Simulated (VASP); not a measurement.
# TaN (P-6m2) in VASP: a series of runs

Runs on TaN. Level: PBE. Tasks: single point, relaxation of cell and atoms.

Everything below comes from runs of VASP 6.6.1. Logs are shortened: lines on timing, memory, paths and dates and some standing lists are left out, and cuts for length are marked.

### Step 1. The structure

Symmetry: P-6m2, No. 187, hexagonal system. The conventional cell has a = 2.950 Å, b = 2.950 Å, c = 2.898 Å, α = 90.00°, β = 90.00°, γ = 120.00°. Ta (site symmetry -6m2) has 6 N at 2.24 Å as nearest neighbours. N (site symmetry -6m2) has 6 Ta at 2.24 Å as nearest neighbours.

The cell was built by a generator and needn't be a form met in nature.

### Step 2. Single point, PBE

INCAR reads:

```
SYSTEM = TaN
PREC = Accurate
ENCUT = 520
EDIFF = 1E-7
ISMEAR = 0
SIGMA = 0.1
LREAL = .FALSE.
LASPH = .TRUE.
NELM = 80
ALGO = Fast
ISIF = 2
LWAVE = .FALSE.
LCHARG = .FALSE.
GGA = PE
NBANDS = 15
```

KPOINTS reads:

```
Automatic mesh
0
G
  21 21 20
  0 0 0
```

POSCAR reads:

```
TaN
1.0
    2.9502045230      0.0000000000      0.0000000000
   -1.4751022615      2.5549520633      0.0000000000
    0.0000000000      0.0000000000      2.8977883030
Ta N
1 1
Direct
    0.3333333333      0.6666666667      0.5000000000
    0.0000000000      0.0000000000      0.0000000000
```

Potentials or basis: VASP PAW PBE potentials, release 64 (Ta_pv, N).

Command:

```
$ cat potpaw_PBE.64/Ta_pv/POTCAR potpaw_PBE.64/N/POTCAR > POTCAR
$ mpirun -np 1 vasp_std > vasp.out
```

OUTCAR:

```text
SYSTEM = TaN
   PREC = Accurate
   ENCUT = 520
   EDIFF = 1E-7
   ISMEAR = 0
   LREAL = .FALSE.
   LASPH = .TRUE.
   NELM = 80
   ISIF = 2
   GGA = PE

 ion  position               nearest neighbor table
   1  0.333  0.667  0.500-   2 2.24   2 2.24   2 2.24   2 2.24   2 2.24   2 2.24
   2  0.000  0.000  0.000-   1 2.24   1 2.24   1 2.24   1 2.24   1 2.24   1 2.24

  LATTYP: Found a hexagonal cell.
 ALAT       =     2.9502045230
 C/A-ratio  =     0.9822330216

  Lattice vectors:

 A1 = (   2.9502045230,   0.0000000000,   0.0000000000)
 A2 = (  -1.4751022615,   2.5549520633,   0.0000000000)
 A3 = (   0.0000000000,   0.0000000000,   2.8977883030)

Analysis of symmetry for initial positions (statically):
=====================================================================
 Subroutine PRICEL returns:
 Original cell was already a primitive cell.

 Routine SETGRP: Setting up the symmetry group for a
 hexagonal supercell.

 Subroutine GETGRP returns: Found 12 space group operations
 (whereof 12 operations were pure point group operations)
 out of a pool of 24 trial point group operations.

The static configuration has the point symmetry D_3h.

Analysis of symmetry for dynamics (positions and initial velocities):
=====================================================================
 Subroutine PRICEL returns:
 Original cell was already a primitive cell.

 Routine SETGRP: Setting up the symmetry group for a
 hexagonal supercell.

 Subroutine GETGRP returns: Found 12 space group operations
 (whereof 12 operations were pure point group operations)
 out of a pool of 24 trial point group operations.

The dynamic configuration has the point symmetry D_3h.

 Subroutine INISYM returns: Found 12 space group operations
 (whereof 12 operations are pure point group operations),
 and found     1 'primitive' translations

----------------------------------------------------------------------------------------

                                     Primitive cell

  volume of cell :      21.8425

  direct lattice vectors                    reciprocal lattice vectors
     2.950204523  0.000000000  0.000000000     0.338959551  0.195698388  0.000000000
    -1.475102262  2.554952063  0.000000000     0.000000000  0.391396776  0.000000000
     0.000000000  0.000000000  2.897788303     0.000000000  0.000000000  0.345090771

  length of vectors
     2.950204523  2.950204523  2.897788303     0.391396776  0.391396776  0.345090771

  position of ions in fractional coordinates (direct lattice)
     0.333333333  0.666666667  0.500000000
     0.000000000  0.000000000  0.000000000

  ion indices of the primitive-cell ions
   primitive index   ion index
                 1           1
                 2           2

----------------------------------------------------------------------------------------

 KPOINTS: Automatic mesh

Automatic generation of k-mesh.
 Grid dimensions read from file:
 generate k-points for:   21   21   20

 Generating k-lattice:

  Cartesian coordinates                     Fractional coordinates (reciprocal lattice)
     0.016140931  0.009318971  0.000000000     0.047619048  0.000000000  0.000000000
     0.000000000  0.018637942  0.000000000     0.000000000  0.047619048  0.000000000
     0.000000000  0.000000000  0.017254539     0.000000000  0.000000000  0.050000000

  Length of vectors
     0.018637942  0.018637942  0.017254539

  Shift w.r.t. Gamma in fractional coordinates (k-lattice)
     0.000000000  0.000000000  0.000000000

 Subroutine IBZKPT returns following result:
 ===========================================

 Found    528 irreducible k-points:

 Following reciprocal coordinates:
            Coordinates               Weight
  0.000000  0.000000  0.000000      1.000000
  0.047619  0.000000  0.000000      6.000000
  0.095238  0.000000  0.000000      6.000000
  0.142857  0.000000  0.000000      6.000000
  0.190476  0.000000  0.000000      6.000000
  0.238095 -0.000000  0.000000      6.000000
[... 16 lines left out ...]
  0.142857  0.095238  0.000000     12.000000
  0.190476  0.095238  0.000000     12.000000
 [... further k-points ...]
   k-points           NKPTS =    528   k-points in BZ     NKDIM =    528   number of bands    NBANDS=     15
   number of dos      NEDOS =    301   number of ions     NIONS =      2
   total plane-waves  NPLWV =  13824
   dimension x,y,z NGX =    24 NGY =   24 NGZ =   24
   dimension x,y,z NGXF=    48 NGYF=   48 NGZF=   48
   ions per type =               1   1
   NGX,Y,Z   is equivalent  to a cutoff of  13.52, 13.52, 13.77 a.u.
   NGXF,Y,Z  is equivalent  to a cutoff of  27.05, 27.05, 27.54 a.u.
 SYSTEM =  TaN
   PREC   = accura    normal or accurate (medium, high low for compatibility)
   ISTART =      0    job   : 0-new  1-cont  2-samecut
   ICHARG =      2    charge: 1-file 2-atom 10-const
   ISPIN  =      1    spin polarized calculation?
   LNONCOLLINEAR =      F non collinear calculations
   LSORBIT =      F    spin-orbit coupling
   LASPH  =      T    aspherical Exc in radial PAW
   ENCUT  =  520.0 eV  38.22 Ry    6.18 a.u.   5.49  5.49  5.39*2*pi/ulx,y,z
   NELM   =     80;   NELMIN=  2; NELMDL= -5     # of ELM steps
   EDIFF  = 0.1E-06   stopping-criterion for ELM
   LREAL  =      F    real-space projection
   EDIFFG = 0.1E-05   stopping-criterion for IOM
   NSW    =      0    number of steps for IOM
   IBRION =     -1    ionic relax: 0-MD 1-quasi-New 2-CG
   NFREE  =      0    steps in history (QN), initial steepest desc. (CG)
   ISIF   =      2    stress and relaxation
   ISYM   =      2    0-nonsym 1-usesym 2-fastsym
   POTIM  = 0.5000    time-step for ionic-motion
   TEBEG  =    0.0;   TEEND  =   0.0 temperature during run
   PSTRESS=    0.0 pullay stress
   NELECT =      16.0000    total number of electrons
   NUPDOWN=      -1.0000    fix difference up-down
   EMIN   =  10.00;   EMAX   =-10.00  energy-range for DOS
   EFERMI =   0.00;   METHOD = LEGACY
   ISMEAR =     0;   SIGMA  =   0.10  broadening in eV -4-tet -1-fermi 0-gaus
   EFERMI_NEDOS =   21; number of points for ismear=-14 and -15
   IALGO  =     68    algorithm
   IMIX   =      4    mixing-type and parameters
     AMIX     =   0.40;   BMIX     =  1.00
     AMIX_MAG =   1.60;   BMIX_MAG =  1.00
  volume/ion in A,a.u.               =      10.92        73.70
  Fermi-wavevector in a.u.,A,eV,Ry     =   1.475755  2.788773 29.631493  2.177853
  Thomas-Fermi vector in A             =   2.590366
   LORBIT       =      0    0 simple, 1 ext, 2 COOP (PROOUT), +10 PAW based schemes
   GGA     = PE    functional components
   LHFCALC =     F    Hartree Fock is set to
   AEXX    =    0.0000 exact exchange contribution
   IVDW    =     0    specifies the selected vdW correction
   LEPSILON=     F    determine dielectric tensor
   LRPA    =     F    only Hartree local field effects (RPA)
 non-spin polarized calculation
 RMM-DIIS sequential band-by-band and
 Gauss-broadening in eV      SIGMA  =   0.10
  energy-cutoff  :      520.00
  volume of cell :       21.84
 maximum number of plane-waves:       611
 NGX is ok and might be reduce to    24
   NGX = 11   NGY = 11   NGZ = 11

 number of electron      16.0000001 magnetization

 Free energy of the ion-electron system (eV)
  ---------------------------------------------------
  ext. energy  EPLUGINS =         0.00000000
  ---------------------------------------------------
  free energy    TOTEN  =       -22.44604805 eV

  energy without entropy =      -22.44572647  energy(sigma->0) =      -22.44588726

 E-fermi :   8.1003     XC(G=0): -13.2724

 val. band max:        8.0546300829   @ k =   0.3333   0.3333   0.0500
 cond. band min:       8.1090953303   @ k =   0.0476   0.0000   0.5000
 fundamental gap:      0.0544652473
 Fermi energy:         8.1003413950

 k-point     1 :       0.0000    0.0000    0.0000
  band No.  band energies     occupation
      1     -26.7758      2.00000
      2     -26.5156      2.00000
      3     -26.5156      2.00000
      4      -9.5635      2.00000
      5       3.6167      2.00000
      6       3.6167      2.00000
      7       3.9643      2.00000
      8       5.1979      2.00000
      9      10.2327      0.00000
     10      11.6315      0.00000
     11      11.6315      0.00000
     12      12.0396      0.00000
     13      12.0396      0.00000
     14      21.1519      0.00000
     15      24.3916      0.00000

 k-point     2 :       0.0476    0.0000    0.0000
  band No.  band energies     occupation
      1     -26.7728      2.00000
      2     -26.5393      2.00000
      3     -26.5206      2.00000
      4      -9.5172      2.00000
      5       3.4620      2.00000
      6       3.6519      2.00000
      7       4.0372      2.00000
      8       5.1299      2.00000
      9      10.4101      0.00000
     10      11.5305      0.00000
     11      11.6384      0.00000
     12      12.0155      0.00000
     13      12.1039      0.00000
     14      21.1498      0.00000
     15      24.4995      0.00000

 k-point     3 :       0.0952    0.0000    0.0000
  band No.  band energies     occupation
      1     -26.7641      2.00000
      2     -26.6078      2.00000
      3     -26.5353      2.00000
      4      -9.3821      2.00000
      5       3.0788      2.00000
      6       3.7538      2.00000
      7       4.2155      2.00000
      8       4.9402      2.00000
      9      10.8584      0.00000
     10      11.2881      0.00000
     11      11.6639      0.00000
     12      11.9463      0.00000
     13      12.2783      0.00000
     14      21.1312      0.00000
     15      24.7474      0.00000
[... 343 lines left out ...]
 k-point    23 :       0.1429    0.0952    0.0000
  band No.  band energies     occupation
      1     -26.8850      2.00000
      2     -26.7260      2.00000
      3     -26.6121      2.00000
      4      -8.7819      2.00000
      5       1.8669      2.00000
      6       4.0995      2.00000
      7       4.2292      2.00000
      8       4.8898      2.00000
      9      10.2569      0.00000
     10      11.5007      0.00000
     11      11.9669      0.00000
     12      12.6539      0.00000
     13      13.0135      0.00000
     14      21.1551      0.00000
     15      21.4527      0.00000

 k-point    24 :       0.1905    0.0952    0.0000
  band No.  band energies     occupation
      1     -27.0151      2.00000
      2     -26.7072      2.00000
      3     -26.6513      2.00000
      4      -8.4773      2.00000
      5       1.4000      2.00000
      6       3.9293      2.00000
      7       4.2128      2.00000
      8       5.1712      2.00000
      9       9.9912      0.00000
     10      11.2759      0.00000
     11      12.2162      0.00000
     12      13.2971      0.00000
     13      13.3487      0.00000
     14      21.2602      0.00000
     15      21.4656      0.00000

 [... further k-points ...]
[... 5 lines left out ...]
  --------------------------------------------------------------------------------------
  -------------------------------------------------------------------------------------
  Total        0.0790140      0.0790140      0.0996709      0.0000000     -0.0000000      0.0000000
  in kB        5.7957967      5.7957967      7.3110122      0.0000000     -0.0000000      0.0000000
  external PRESSURE =       6.3008685 kB  Pullay stress =       0.0000000 kB

 VOLUME and BASIS-vectors are now :
 -----------------------------------------------------------------------------
  energy-cutoff  :      520.00
  volume of cell :       21.84
      direct lattice vectors                 reciprocal lattice vectors
     2.950204523  0.000000000  0.000000000     0.338959551  0.195698388  0.000000000
    -1.475102262  2.554952063  0.000000000     0.000000000  0.391396776  0.000000000
     0.000000000  0.000000000  2.897788303     0.000000000  0.000000000  0.345090771

 POSITION                                       TOTAL-FORCE (eV/Angst)
 -----------------------------------------------------------------------------------
     -0.00000      1.70330      1.44889         0.000000     -0.000000      0.000000
      0.00000      0.00000      0.00000        -0.000000      0.000000      0.000000
 -----------------------------------------------------------------------------------
    total drift:                                0.000000     -0.000000     -0.000000

  FREE ENERGIE OF THE ION-ELECTRON SYSTEM (eV)
  ---------------------------------------------------
  free  energy   TOTEN  =       -22.4460480517 eV

  energy  without entropy=      -22.4457264704  energy(sigma->0) =      -22.44588726
```

Wall time 2 min (1 thread of AMD EPYC 9R14 (Zen 4), shared host); peak memory 0.25 GiB.

What came out:

```
Free energy            : -22.4460 eV
Pressure               : 0.6 GPa
Band gap on the k mesh : none (metal or under the smearing width)
```

Levels at points of the mesh, in eV from the Fermi level:
```csv
k point,band 6,band 7,band 8,band 9,band 10,band 11
"(0.00, 0.00, 0.00)",-4.48,-4.14,-2.90,2.13,3.53,3.53
"(0.00, 0.00, 0.50)",-3.68,-3.68,-0.07,-0.07,2.36,3.31
```

The run has no spin-orbit coupling, so splittings on Ta are missing.

### Step 3. Relaxation of cell and atoms, PBE

INCAR reads:

```
PREC = Accurate ; ENCUT = 600
EDIFF = 1E-6 ; ISMEAR = 0
SIGMA = 0.1 ; LREAL = False
LASPH = True ; NELM = 100
ALGO = Fast ; ISIF = 3
LWAVE = False ; LCHARG = False
GGA = PE ; IBRION = 2
NSW = 100 ; EDIFFG = -0.01
```

KPOINTS reads:

```
regular mesh
0
Gamma
  21 21 20
```

POSCAR reads:

```
TaN
1.0
    2.9513677165      0.0000000000      0.0000000000
   -1.4756838583      2.5559594184      0.0000000000
    0.0000000000      0.0000000000      2.8958612302
Ta N
1 1
Direct
    0.3333333333      0.6666666667      0.5000000000
    0.0000000000      0.0000000000      0.0000000000
```

Potentials or basis: VASP PAW PBE potentials, release 64 (Ta_pv, N).

Command:

```
$ cat potpaw_PBE.64/Ta_pv/POTCAR potpaw_PBE.64/N/POTCAR > POTCAR
$ mpirun -np 1 vasp_std > vasp.out
```

Wall time 3.6 min (1 thread of AMD EPYC 9R14 (Zen 4), shared host); peak memory 0.27 GiB.

It converged, with:

* Free energy: -22.4483 eV
* Relaxed volume: 10.94 Å³/atom
* Relaxed cell: a = 2.952 Å, b = 2.952 Å, c = 2.899 Å, α = 90.00°, β = 90.00°, γ = 120.00°
* Space group after relaxing (to 0.05 Å): P-6m2 (No. 187)
* Energy gained by relaxing: 0.0 meV/atom
* Ionic steps: 7
* Pressure after relaxing: -0.1 GPa
* Band gap on the k mesh: none (metal or under the smearing width)

Stress tensor (GPa, compression positive):
```
-0.14  0.00  0.00
 0.00 -0.14  0.00
 0.00  0.00  0.11
```

Final structure:
```
CELL_PARAMETERS angstrom
2.95216 0.00000 0.00000
-1.47608 2.55664 0.00000
0.00000 0.00000 2.89899
ATOMIC_POSITIONS crystal
Ta 0.33333 0.66667 0.50000
N 0.00000 0.00000 0.00000
```

Levels at points of the mesh, in eV from the Fermi level:
```csv
k point,band 5,band 6,band 7,band 8,band 9,band 10,band 11,band 12
"(0.00, 0.00, 0.00)",-4.48,-4.48,-4.13,-2.90,2.12,3.52,3.52,3.93
"(0.00, 0.00, 0.50)",-9.25,-3.68,-3.68,-0.07,-0.07,2.36,3.31,3.31
```

The run has no spin-orbit coupling, so splittings on Ta are missing.
